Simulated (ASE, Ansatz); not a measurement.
# Twisted 1T-TiS2 bilayer, 7.34° (366 atoms): support functions against a reference

Wanted: errors and times of a linear-scaling basis for twisted 1T-TiS2 bilayer, 7.34° (366 atoms). A setting counts as converged where the r.m.s. difference of forces stays under 1 % of the r.m.s. force.

Program: Ansatz 0.2.0. Level of theory: Kohn-Sham DFT, PBEsol, PAW (set soft_2), plane waves. Results are calculated unless marked as measured.

### Step 1. Starting point

The cell holds 366 atoms: 122 Ti and 244 S. Cell: a = 26.633 Å, b = 26.633 Å, c = 20.860 Å, α = 90.0°, β = 90.0°, γ = 120.0°. It derives from TiS2 (1T-TiS2). 1T-TiS2 (a = 3.41 Å) under 1T-TiS2 (a = 3.41 Å), bilayer, commensurate cell of 61 unit cells a layer, twist 7.34 deg; facing planes 3.14 Å apart; 12 Å of vacuum; layers as built, displaced by a Gaussian of 0.01 Å. Regions: layer 1, 183 atoms (61 Ti and 122 S); layer 2, 183 atoms (61 Ti and 122 S). Vacuum lies along c.

Limits known from the start: The functional has no dispersion term, which matters for the binding between molecules or layers. Beside vacuum, support functions can miss their usual error bounds without a warning. The main run has no spin polarisation, so moments on Ti can't form in it, and no Hubbard term. The Brillouin zone is sampled at Γ only, in a cell whose shortest periodic width is 23 Å.

### Step 2. Plane-wave single point

This run is the reference for what follows, at a cutoff of 420 eV.

File input.yaml:

```yaml
crystal:
  lattice:
    - [26.633, 0.0, 0.0]
    - [-13.3165, 23.06485, 0.0]
    - [0.0, 0.0, 20.86]
  atoms:
    - { symbol: Ti, position: [0.01568, 0.78684, 0.35577] }
    - { symbol: S, position: [0.08708, 0.8625, 0.4247] }
    - { symbol: S, position: [0.09371, 0.79317, 0.28765] }
    - { symbol: Ti, position: [0.08126, 0.93492, 0.35571] }
    - { symbol: S, position: [0.15254, 0.01038, 0.42478] }
    - { symbol: S, position: [0.15794, 0.9401, 0.28787] }
    - { symbol: Ti, position: [0.03267, 0.57393, 0.35657] }
    - { symbol: S, position: [0.10378, 0.65039, 0.42485] }
    - { symbol: S, position: [0.10852, 0.57921, 0.28765] }
    - { symbol: Ti, position: [0.09866, 0.72205, 0.35631] }
    - { symbol: S, position: [0.16899, 0.79761, 0.42472] }
    - { symbol: S, position: [0.17499, 0.72721, 0.28666] }
    - { symbol: Ti, position: [0.16434, 0.86864, 0.35637] }
    - { symbol: S, position: [0.23479, 0.9455, 0.42405] }
    - { symbol: S, position: [0.24097, 0.87488, 0.28741] }
    - { symbol: Ti, position: [0.04897, 0.36003, 0.35602] }
    - { symbol: S, position: [0.12089, 0.43742, 0.42499] }
    - { symbol: S, position: [0.12576, 0.36564, 0.28728] }
    - { symbol: Ti, position: [0.11431, 0.50782, 0.35711] }
    - { symbol: S, position: [0.18523, 0.58453, 0.42485] }
    - { symbol: S, position: [0.19072, 0.51271, 0.28742] }
    - { symbol: Ti, position: [0.18016, 0.65605, 0.3556] }
    - { symbol: S, position: [0.25165, 0.73189, 0.42555] }
    - { symbol: S, position: [0.25674, 0.66113, 0.28715] }
    - { symbol: Ti, position: [0.24649, 0.80343, 0.35593] }
    - { symbol: S, position: [0.3164, 0.87975, 0.42463] }
    - { symbol: S, position: [0.32258, 0.80901, 0.28761] }
    - { symbol: Ti, position: [0.31137, 0.95079, 0.35619] }
    - { symbol: S, position: [0.38226, 0.02713, 0.42442] }
    - { symbol: S, position: [0.38817, 0.95704, 0.28704] }
    - { symbol: Ti, position: [0.99944, 0.9997, 0.35664] }
    - { symbol: S, position: [0.07059, 0.07722, 0.42425] }
    [... 328 atom lines left out ...]
    - { symbol: Ti, position: [0.81749, 0.33967, 0.64452] }
    - { symbol: S, position: [0.89474, 0.41075, 0.71245] }
    - { symbol: S, position: [0.88913, 0.33511, 0.57501] }
    - { symbol: Ti, position: [0.80178, 0.11113, 0.64402] }
    - { symbol: S, position: [0.87822, 0.18119, 0.71322] }
    - { symbol: S, position: [0.8717, 0.10509, 0.57492] }
kpoints:
  mp_grid: { grid: [1, 1, 1] }
hamiltonian:
  xc: pbesol
scf:
  occupations: { method: fermi_dirac, width: 0.05 }
output:
  forces: true
  populations: true
  dos:
    method: { smearing: { sigma: 0.15 } }
    de: 0.1
    projected: { site_lists: { S: [S], Ti: [Ti] } }
  eigenvalues: true
```

The run is started by

```bash
ansatz run input.yaml --threads 32 --pin off --max-ram 143360MiB --backend cuda --events-out ev --progress --plain --runs-dir out
```

Numbers of over 12 decimals in the logs are rounded to 6 here.

Log:

```text
Engine: ansatz 0.2.0, aarch64-unknown-linux-gnu
Pseudopotentials: kind: paw
Pseudopotential: Ti, paw, valence charge 12, recommended cutoff 420 eV (normal), Ti.paw.azcp
Pseudopotential: S, paw, valence charge 6, recommended cutoff 420 eV (normal), S.paw.azcp
[... 3 lines on functional and potentials left out ...]
device memory: the entry about to start is reckoned to put 52.1 GiB on a device that reports 182.5 GiB free
GPU FFT provider: cuFFT
GPU libraries: cuBLAS 13.8.1, cuFFT 12.4.0, cuSOLVER 12.3.2
GPU matrix products: emulated (plane waves: as basis.precision tells), large ones in fixed point in workspaces of 1.00 GiB
Crystal: 366 atoms, lattice volume = 12814.009 Å³
Basis set: ecut = 420 eV, 250485 PW (Γ), exchange–correlation on 360×360×288 points (8 copies of the dense FFT grid, shifted against one another)
Bands: 1830, of which v1, the nominal top of the filled ones, is band 1464 counted from 1 (1463 counted from 0)
Symmetry: 1 space group operations
Space group: P1 (ITA 1), of the structure as read, at distance tolerance 2.3e-4 Å
k-points: 1
[... 7 lines on functional and potentials left out ...]
Initial density: superposition of atomic densities (neutral atoms: chi_scale 0, normalization atom), corrected by the library's trained network
Initial wavefunctions: pseudopotential atomic-orbital guess
GPU buffer pool allocated for 4665600 grid points (all kernels)
GPU transforms: local potential and band sums: pruned to the plane-wave sphere, on 180×180×144
GPU projectors: on the FFT box's points about the atoms, with room for 2618486 of them (16 bands a pass); a geometry past the room, sums that fail their trial, or a want of GPU memory keeps the tables, and a block in half precision can take them where they are the faster
Functional: x = pbesol(κ = 0.804, μ = 0.123457), c = pbesol(β = 0.046)
SCF iter   1: F=—  HF=-518215.729348 eV  |F-HF|=—  |Δ(HF+E_count)|=         —  Δρ=3.57e-3  dr2=2.26e0  ethr=1.77e-3  ⟨swp⟩=6.0  Hψ=7559  notcnv=0
preconditioner: auto → LDOS  [insulator: Δε(μ)=0.605 eV  Ē_g=6.448 eV  σ=0.050 eV  W_gap=0.53  n_scr=2072 (ndim 8)  ℏωp=14.5 eV  f_vac=0.423  D(μ)=107.00/eV (n_scr^D=404)  ε∞_Penn≈6.1  β→1.0]
SCF iter   2: F=—  HF=-518215.507425 eV  |F-HF|=—  |Δ(HF+E_count)|=   2.22e-1  Δρ=1.78e-3  dr2=9.11e-1  ethr=7.71e-5  ⟨swp⟩=2.0  Hψ=3658  notcnv=0  defer=72
SCF iter   3: F=—  HF=-518215.342154 eV  |F-HF|=—  |Δ(HF+E_count)|=   1.65e-1  Δρ=5.67e-4  dr2=1.37e-1  ethr=3.11e-5  ⟨swp⟩=2.0  Hψ=3028  notcnv=0  defer=72
SCF iter   4: F=—  HF=-518215.336007 eV  |F-HF|=—  |Δ(HF+E_count)|=   6.15e-3  Δρ=1.46e-4  dr2=4.74e-3  ethr=4.68e-6  ⟨swp⟩=2.0  Hψ=2493  notcnv=0  defer=72
SCF iter   5: F=—  HF=-518215.320267 eV  |F-HF|=—  |Δ(HF+E_count)|=   1.57e-2  Δρ=3.90e-5  dr2=5.49e-4  ethr=1.62e-7  ⟨swp⟩=2.0  Hψ=2740  notcnv=0  defer=72
SCF iter   6: F=—  HF=-518215.320256 eV  |F-HF|=—  |Δ(HF+E_count)|=   1.14e-5  Δρ=8.78e-6  dr2=6.61e-5  ethr=1.87e-8  ⟨swp⟩=2.0  Hψ=2390  notcnv=0  defer=72
SCF iter   7: F=—  HF=-518215.329352 eV  |F-HF|=—  |Δ(HF+E_count)|=   9.10e-3  Δρ=4.15e-6  dr2=8.69e-6  ethr=2.26e-9  ⟨swp⟩=2.0  Hψ=2734  notcnv=0  defer=72
SCF iter   8: F=—  HF=-518215.329353 eV  |F-HF|=—  |Δ(HF+E_count)|=   5.94e-7  Δρ=1.40e-6  dr2=9.74e-7  ethr=2.97e-10  ⟨swp⟩=2.0  Hψ=2488  notcnv=0  defer=72
SCF iter   9: F=-518215.329353 eV  HF=-518215.329353 eV  |F-HF|=6.81e-9  |Δ(HF+E_count)|=   3.15e-7  Δρ=6.44e-7  dr2=8.98e-8  ethr=3.42e-12  ⟨swp⟩=9.0  Hψ=7592  notcnv=0
SCF 1 converged in 9 iterations: F = -518215.329353 eV  dr2 = 8.98e-8
  greatest PAW one-centre occupation: 0.999 electrons in one spin orbital (limit 2), on the Ti atom at site 300 (counted from 0), in its partial waves of l = 0
SCF converged after 9 iterations
Free energy (F): -518215.329353 eV
Harris-Foulkes:  -518215.329353 eV  (|F-HF|=6.81e-9)
Internal energy: -518214.513422 eV  (E = F + TS)
E sigma→0 (E₀):  -518214.921388 eV
Entropy (-TS):   -0.815932 eV (-2.229 meV/atom)
Fermi energy:    1.602166 eV
--- Per-component energies (eV) ---
  E_band       = -44208.836467
  E_kinetic    = 58976.414266
  E_local      = -1162160.649370  (includes V_loc(G=0)·N_el)
  E_nonlocal   = 7842.307527
  E_hartree    = 554497.228988
  E_xc         = -35251.942806
  E_vxc        = -36136.827122  (∫ρ·V_xc dr)
  E_paw        = -267099.363316  (= ΣΔE_a)
  E_vpaw       = -21724.632928  (= ΣTr[D̂ρ^β])
  E_aug_tail   = 0.015812  (compensation charges beyond the density's cutoff)
  E_ewald      = 324949.354961
  E_core_change = 32.120516  (= ΣΔE_core)
  E_smearing   = -0.815932  (= −TS)
  E_closure    = -0.000000  (closes the sum)
  Σ components = -518215.329353   (vs F -518215.329353, Δ=0.00e0)
--- Forces (eV/Å), atoms counted from 1 ---
[... 366 lines of forces left out ...]
  max |Σ_I F_I| component: 4.49e-5 eV/Å
--- Band table (eV) ---
[... left out ...]
--- Löwdin populations: 366 sites ---
  site symbol       q [e]
[... 366 lines, one an atom, left out ...]
  spilling = 0.006679 (of n_electrons = 2928.000000)
```

Run time: 12 s. Hardware: 1 × NVIDIA GB200 with 32 threads of Arm Neoverse V2, shared host; peak memory 6.1 GiB; 41 s of CPU time.

In the SCF lines HF is the Harris–Foulkes energy and dr2 the Hartree energy of the density residual, in eV; the loop may stop once dr2 is under the threshold and the program's other checks hold. Hψ counts applications of the Hamiltonian.

That memory is the host's; the program planned up to 52.1 GiB on the GPU. Forces of this run were stored rounded, and per-atom blocks of the log weren't kept.

Numbers from this run:

| Item | Value |
| --- | --- |
| free energy | -518215.3294 eV |
| free energy per atom | -1415.8889 eV/atom |
| SCF cycles | 9 |
| r.m.s. force component | 0.192 eV/Å |
| longest force | 0.7154 eV/Å |
| Fermi energy | 1.602 eV |
| levels partly filled by over 2 per cent | 16 |
| spilling of the projection | 0.006679 |

Length of the force by element:

| element | coordination | atoms | mean length of the force (eV/Å) | spread | least | most |
| --- | --- | --- | --- | --- | --- | --- |
| S | all | 244 | 0.376 | 0.099 | 0.104 | 0.715 |
| Ti | all | 122 | 0.158 | 0.0706 | 0.0194 | 0.378 |

Löwdin charges by element (they lack the spilled electrons, 0.053 e an atom on average):

| element | coordination | atoms | mean charge (e) | spread | least | most |
| --- | --- | --- | --- | --- | --- | --- |
| S | all | 244 | -0.301 | 0.0053 | -0.314 | -0.282 |
| Ti | all | 122 | 0.763 | 0.0039 | 0.751 | 0.771 |

By region:

| region | atoms | mean length of the force (eV/Å) |
| --- | --- | --- |
| layer 1 | 183 | 0.299 |
| layer 2 | 183 | 0.307 |

Density of states as counts of states in windows of 1 eV (from the Fermi level), total and some projections:

| from (eV) | to (eV) | total | S p | Ti d | S s |
| --- | --- | --- | --- | --- | --- |
| -14 | -13 | 39.0 | 0.7 | 0.1 | 23.7 |
| -13 | -12 | 237.3 | 4.7 | 11.5 | 195.5 |
| -12 | -11 | 211.7 | 2.6 | 16.7 | 188.7 |
| -11 | -6 | 0.0 | 0.0 | 0.0 | 0.0 |
| -6 | -5 | 30.9 | 20.6 | 5.6 | 0.5 |
| -5 | -4 | 287.2 | 211.5 | 48.2 | 7.4 |
| -4 | -3 | 273.5 | 196.5 | 58.5 | 6.9 |
| -3 | -2 | 478.1 | 323.3 | 134.9 | 9.0 |
| -2 | -1 | 312.6 | 259.2 | 41.0 | 5.4 |
| -1 | 0 | 78.6 | 62.6 | 14.1 | 0.6 |
| 0 | 1 | 234.1 | 43.7 | 181.1 | 2.4 |

The stored curve holds about 1949 of the 2928 electrons; the rest, give or take the few that broadening carries across the Fermi level, lie in deeper levels below its range.

Not all projections were asked for or kept, so they needn't add up to the total.

The levels nearest the highest filled one (over half full), pooled over k-points and spins:

| level less the highest filled one (eV) | occupation |
| --- | --- |
| -0.0819 | 2 |
| -0.0712 | 2 |
| -0.064 | 2 |
| -0.0327 | 2 |
| -0.0238 | 2 |
| 0 | 2 |
| 0.595 | 0.912 |
| 0.599 | 0.88 |
| 0.599 | 0.874 |
| 0.603 | 0.838 |
| 0.610 | 0.767 |
| 0.614 | 0.735 |

Mean Löwdin charges: S -0.30, Ti +0.76 e (they miss 0.67 % of the electrons, so they add up to more than the cell's charge). Just under the Fermi level the largest share is S p (58 % of the projected weight), just over it Ti d (72 % of the projected weight).

### Step 3. Structure statistics

These statistics describe the geometry on which the runs were made.

Normalised to the volume that the atoms fill. Pair distribution functions g(r), in bins of 0.1 Å:

| r (Å) | total | S-S | S-Ti | Ti-Ti |
| --- | --- | --- | --- | --- |
| 2.25 | 0.00 | 0.00 | 0.00 | 0.00 |
| 2.35 | 0.08 | 0.00 | 0.19 | 0.00 |
| 2.45 | 9.78 | 0.00 | 22.00 | 0.00 |
| 2.55 | 0.00 | 0.00 | 0.00 | 0.00 |
| 2.65 | 0.00 | 0.00 | 0.00 | 0.00 |
| 2.75 | 0.00 | 0.00 | 0.00 | 0.00 |
| 2.85 | 0.00 | 0.00 | 0.00 | 0.00 |
| 2.95 | 0.00 | 0.00 | 0.00 | 0.00 |
| 3.05 | 0.00 | 0.00 | 0.00 | 0.00 |
| 3.15 | 0.06 | 0.12 | 0.00 | 0.00 |
| 3.25 | 0.08 | 0.19 | 0.00 | 0.00 |
| 3.35 | 2.01 | 3.13 | 0.00 | 5.53 |
| 3.45 | 8.05 | 13.90 | 0.00 | 17.00 |
| 3.55 | 0.13 | 0.30 | 0.00 | 0.00 |
| 3.65 | 0.10 | 0.21 | 0.00 | 0.00 |
| 3.75 | 0.08 | 0.18 | 0.00 | 0.00 |
| 3.85 | 0.07 | 0.17 | 0.00 | 0.00 |
| 3.95 | 0.09 | 0.20 | 0.00 | 0.00 |
| 4.05 | 0.06 | 0.14 | 0.00 | 0.00 |
| 4.15 | 2.67 | 0.21 | 5.81 | 0.00 |
| 4.25 | 0.78 | 0.08 | 1.68 | 0.00 |
| 4.35 | 0.10 | 0.22 | 0.00 | 0.00 |
| 4.45 | 0.05 | 0.12 | 0.00 | 0.00 |
| 4.55 | 0.09 | 0.12 | 0.09 | 0.00 |
| 4.65 | 0.23 | 0.20 | 0.31 | 0.00 |
| 4.75 | 0.18 | 0.12 | 0.28 | 0.00 |
| 4.85 | 1.41 | 2.89 | 0.28 | 0.00 |
| 4.95 | 0.20 | 0.19 | 0.25 | 0.00 |
| 5.05 | 0.18 | 0.12 | 0.29 | 0.00 |
| 5.15 | 0.16 | 0.11 | 0.25 | 0.00 |
| 5.25 | 0.19 | 0.17 | 0.25 | 0.00 |
| 5.35 | 2.00 | 0.10 | 4.41 | 0.00 |
| 5.45 | 2.31 | 0.10 | 5.10 | 0.00 |
| 5.55 | 0.18 | 0.16 | 0.24 | 0.00 |
| 5.65 | 0.15 | 0.11 | 0.24 | 0.00 |
| 5.75 | 0.15 | 0.10 | 0.23 | 0.00 |
| 5.85 | 1.03 | 1.44 | 0.29 | 2.30 |
| 5.95 | 3.47 | 6.32 | 0.19 | 5.22 |
| 6.05 | 0.28 | 0.28 | 0.25 | 0.39 |
| 6.15 | 0.29 | 0.34 | 0.20 | 0.46 |
| 6.25 | 0.30 | 0.35 | 0.22 | 0.42 |
| 6.35 | 0.27 | 0.29 | 0.21 | 0.41 |
| 6.45 | 0.29 | 0.34 | 0.22 | 0.43 |
| 6.55 | 0.28 | 0.31 | 0.20 | 0.48 |

Bonds by pair of elements; cutoffs follow the first minimum of g(r), held within bounds set by covalent radii, and pairs that aren't listed don't count as bonded:

| pair A-B | cutoff (Å) | bonds | mean length (Å) | spread (Å) | shortest (Å) | B about A | A about B |
| --- | --- | --- | --- | --- | --- | --- | --- |
| S-Ti | 3.1 | 732 | 2.43 | 0.014 | 2.39 | 3 | 6 |

How many atoms have how many bonded neighbours:

| element | mean | 3 | 6 |
| --- | --- | --- | --- |
| S | 3 | 244 | 0 |
| Ti | 6 | 0 | 122 |

Bond angles (no mean is given where the spread exceeds 20°):

| angle | count | mean (°) | spread (°) |
| --- | --- | --- | --- |
| S-Ti-S | 1830 | - | - |
| Ti-S-Ti | 732 | 89 | 0.4 |

For some of the pairs, g(r) has its first main peak near 3.43 Å (S-S), 2.43 Å (S-Ti) and 3.41 Å (Ti-Ti). By these cutoffs all S atoms have 3 and all Ti atoms have 6 bonded neighbours.

The surroundings of Ti181, picked at random, nearest first, numbered as they follow in the input and with coordinates relative to it.

| atom | x | y | z | distance (Å) | bonds | Löwdin charge (e) | Fx | Fy | Fz (eV/Å) |
| --- | --- | --- | --- | --- | --- | --- | --- | --- | --- |
| Ti181 | 0.00 | 0.00 | 0.00 | 0.00 | 6 | 0.76 | 0.149 | 0.070 | 0.121 |
| S171 | -0.85 | -1.76 | -1.42 | 2.42 | 3 | -0.29 | -0.008 | 0.008 | 0.260 |
| S174 | -1.07 | 1.64 | -1.43 | 2.43 | 3 | -0.30 | -0.028 | 0.014 | 0.398 |
| S182 | 0.89 | 1.75 | 1.44 | 2.44 | 3 | -0.30 | -0.090 | 0.059 | -0.475 |
| S170 | -1.97 | -0.12 | 1.44 | 2.44 | 3 | -0.30 | 0.133 | -0.049 | -0.380 |
| S179 | 1.12 | -1.63 | 1.44 | 2.45 | 3 | -0.30 | -0.148 | -0.025 | -0.472 |
| S183 | 1.99 | 0.11 | -1.43 | 2.45 | 3 | -0.30 | -0.167 | 0.114 | 0.291 |
| Ti169 | -2.80 | -1.89 | -0.01 | 3.38 | 6 | 0.76 | -0.290 | -0.014 | 0.108 |
| Ti16 | -0.20 | 3.39 | 0.00 | 3.40 | 6 | 0.77 | -0.041 | 0.047 | 0.118 |
| Ti34 | 3.05 | -1.50 | 0.00 | 3.40 | 6 | 0.75 | 0.113 | -0.051 | 0.005 |
| Ti172 | -3.05 | 1.52 | 0.02 | 3.41 | 6 | 0.76 | 0.027 | -0.011 | -0.059 |
| Ti178 | 0.24 | -3.40 | 0.00 | 3.41 | 6 | 0.76 | 0.021 | 0.050 | 0.078 |
| Ti37 | 2.85 | 1.91 | -0.01 | 3.43 | 6 | 0.76 | 0.042 | -0.097 | 0.074 |

The column of bonds counts only the pairs S-Ti within 3.10 Å; other neighbours, such as metal atoms beside each other in a compound, aren't counted, and periodic images can show an atom twice.

### Step 4. Support functions medium

The cell is solved in localised support functions.

This step: Kohn-Sham DFT, PBEsol, PAW (set soft_2), localised support functions (medium) (Ansatz 0.2.0).

input.yaml, the sections that differ from step 2:

```yaml
scf:
  occupations: { method: fermi_dirac, width: 0.05 }
  eigensolver: { kind: { support_functions: { accuracy: medium } } }
  mixing: { beta: 0.2 }
  max_iter: 150
output:
  forces: true
# crystal, kpoints, hamiltonian: as in step 2
```

Log:

```text
Warning: scf.eigensolver.kind.support_functions: disabling space-group detection — the functions' gradient is summed over unrotated k-points, so no spatial operation reduces the k-mesh or symmetrises the density; time reversal is kept, so that k and −k are solved as one point where they differ and the mesh holds both, and exact exchange and, on two spinor components, a DFT+U term hold to it where the run has them: [...]
settings of this run that can trade accuracy for cost: scf.eigensolver.kind.support_functions [...]
[...]
GPU FFT provider: cuFFT
GPU libraries: cuBLAS 13.8.1, cuFFT 12.4.0, cuSOLVER 12.3.2
[...]
Crystal: 366 atoms, lattice volume = 12814.009 Å³
Basis set: ecut = 420 eV, 250485 PW (Γ), exchange–correlation on 360×360×288 points (8 copies of the dense FFT grid, shifted against one another)
Bands: 1757, of which v1, the nominal top of the filled ones, is band 1464 counted from 1 (1463 counted from 0)
[... 1 set-up line as in the run before ...]
k-points: 1
[...]
GPU buffer pool allocated for 4665600 grid points (all kernels)
[...]
SCF iter   1: F=—  HF=-518221.077511 eV  |F-HF|=—  |Δ(HF+E_count)|=         —  Δρ=4.75e-2  dr2=3.94e2  ethr=1.00e-1
[...]
SCF iter  24: F=—  HF=-518215.520377 eV  |F-HF|=—  |Δ(HF+E_count)|=   2.74e-3  Δρ=8.67e-6  dr2=2.20e-5  ethr=9.86e-10  κ⁻¹=4.4e-5(r=7)
SCF iter  25: F=-518215.524608 eV  HF=-518215.523542 eV  |F-HF|=1.07e-3  |Δ(HF+E_count)|=   3.17e-3  Δρ=4.71e-6  dr2=4.70e-6  ethr=7.52e-10
SCF 1 converged in 25 iterations: F = -518215.580724 eV  dr2 = 4.70e-6
[...]
SCF converged after 25 iterations
Stability not checked: this state was not tested for a lower state beside it, because the mixer in use, unlike msr1, does not test its closes by its own steps (another_mixer; see scf.mixing.algorithm and scf.lower_state_search)
Free energy (F): -518215.580724 eV
[...]
Internal energy: -518214.765056 eV  (E = F + TS)
E sigma→0 (E₀):  -518215.172890 eV
Entropy (-TS):   -0.815668 eV (-2.229 meV/atom)
Fermi energy:    1.602699 eV
[...]
Σ components = -518215.580724   (vs F -518215.580724, Δ=0.00e0)
--- Forces (eV/Å), atoms counted from 1 ---
[... 366 lines of forces left out ...]
  max |Σ_I F_I| component: 9.76e-3 eV/Å
--- Band table (eV) ---
[... left out ...]
  guard bands above this table: 240 of the run's 1757 bands (output.publish_guard_bands: true publishes all)
```

Run time: 15 s. Hardware: 1 × NVIDIA GB200 with 32 threads; peak memory 2.8 GiB; 38 s of CPU time.

That memory is the host's; the program planned up to 13.5 GiB on the GPU.

The program notes that the band table was not solved further than the SCF left it and it switched symmetry off. Further notices: vacuum switching off with vacuum.

Keys that differ from the reference: support_functions.accuracy = "medium", scf.max_iter = 150 and scf.mixing.beta = 0.2.

Forces differ from the reference by 0.43 meV/Å r.m.s., 0.23 % of their size, well within a tolerance of 1 %; the energy by -0.69 meV/atom. The two runs also began from different starting densities, which bears on cycles and time.

### Step 5. The ladder side by side

Differences are against the plane-wave reference (Kohn-Sham DFT, PBEsol, PAW (set soft_2), plane waves), whose r.m.s. force component is 0.192 eV/Å. Energies are set beside the reference only for runs with its functional, potentials and electron count. Times are for 1 × NVIDIA GB200 with 32 threads of Arm Neoverse V2, shared host. The reference's time includes the DOS, which some other runs skip.

| run | Δ force, r.m.s. (meV/Å) | share of r.m.s. force (%) | Δ energy (meV/atom) | cycles | time | host memory (GiB) | planned on the GPU (GiB) |
| --- | --- | --- | --- | --- | --- | --- | --- |
| reference | - | - | - | 9 | 12 s | 6.1 | 52 |
| support functions medium | 0.434 | 0.226 | -0.687 | 25 | 15 s | 2.8 | 14 |

### Step 6. Summary of results

| Item | Value |
| --- | --- |
| free energy per atom | -1415.8889 eV/atom |
| r.m.s. force component | 0.192 eV/Å |
| wall time of the 2 DFT runs | 27 s |

**Reading.** Against plane waves at 420 eV, the forces differ by 0.43 meV/Å (0.23 %) with support functions medium. At 366 atoms the run with support functions medium takes roughly 1.2 times the time of plane waves (whose run also made extra analyses, so the like-for-like ratio is larger), in 25 SCF cycles against 9. Differences between support functions and plane waves include what basis error the plane-wave run still has.

Levels near the Fermi energy are neither full nor empty under the smearing, so no gap is quoted. With the cutoffs above, all S atoms have 3 and all Ti atoms have 6 bonded neighbours.

**Limits.** The geometry was built by rule, was displaced at random and isn't relaxed at this level: its force components are 0.19 eV/Å r.m.s.

[Logs are printed without paths, hosts, clocks, repeated set-up lines and the standing remarks that a program may print on its own settings, such as how far it seeks lower states.]

[Hosts, paths, dates, database ids (printed as entryN), source tags and the programs' standing remarks are cut or masked in the printed files.]
